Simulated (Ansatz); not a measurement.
Crystal: SnSe.

```xyz
2
Lattice="0.0000 3.0100 3.0100 3.0100 0.0000 3.0100 3.0100 3.0100 0.0000" Properties=species:S:1:pos:R:3 pbc="T T T"
Sn    0.0000    0.0000    0.0000
Se    3.0100    3.0100    3.0100
```

Measurements of this composition are mostly on another form, of space group No. 62.

Base run:

```yaml
Program: Ansatz 0.2.0
Functional: PBE
Potentials_or_basis: Ansatz PAW
Cutoff: "420 eV (not typed: the program's choice for these potentials)"
k_mesh: 8 × 8 × 8
Occupations: gaussian, width 0.011 eV
Spin: no spin polarisation
```

Its results: pressure 0.9 GPa.

Q: The run is repeated on the same cell with these changes: occupations from gaussian, width 0.011 eV to fermi-dirac, width 0.1 eV; dispersion from none to D3(BJ). What comes out?

A: Pressure -1.2 GPa.
